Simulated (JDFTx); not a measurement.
# Ge under changes of volume

One of the cells (22.639 Å³/atom); the others are scaled copies at fixed shape and fractional positions:

```
CELL_PARAMETERS angstrom
0.00000 2.82891 2.82891
2.82891 0.00000 2.82891
2.82891 2.82891 0.00000
ATOMIC_POSITIONS crystal
Ge 0.75000 0.75000 0.75000
Ge 0.50000 0.50000 0.50000
```

```yaml
Program: JDFTx 1.7.0 (patched build)
Functional: PBEsol
Potentials_or_basis: PseudoDojo-SR-PBEsol-0.4.1-standard with smoothed tails
Cutoff: 1061 eV
Density_cutoff: 8490 eV
k_mesh: 8 × 8 × 8
Occupations: fermi-dirac, width 0.05 eV
Spin: no spin polarisation
```

| volume (Å³/atom) | energy over the lowest point (meV/atom) | pressure (GPa) |
| --- | --- | --- |
| 21.281 | ? | ? |
| 21.733 | 12.02 | 3.7 |
| 22.186 | 3.83 | 2.1 |
| 22.639 | 0.02 | 0.6 |
| 23.092 | 0.00 | -0.7 |
| 23.545 | 3.53 | -1.8 |
| 23.997 | 10.25 | -2.9 |

What does the run at 21.281 Å³/atom give?

Energy over the lowest point 25.26 meV/atom; pressure 5.6 GPa.

Worked out: A Birch-Murnaghan fit of order 3 (a polynomial in V^(-2/3)) to the other rows has its minimum at 22.86 Å³/atom with B0 = V·E''(V) = 66 GPa and B' = 4.0. It gives 24.88 meV/atom at 21.281 Å³/atom, against the run's 25.26, and -dE/dV = 5.5 GPa, against 5.6.

Energies are extrapolated to zero smearing.
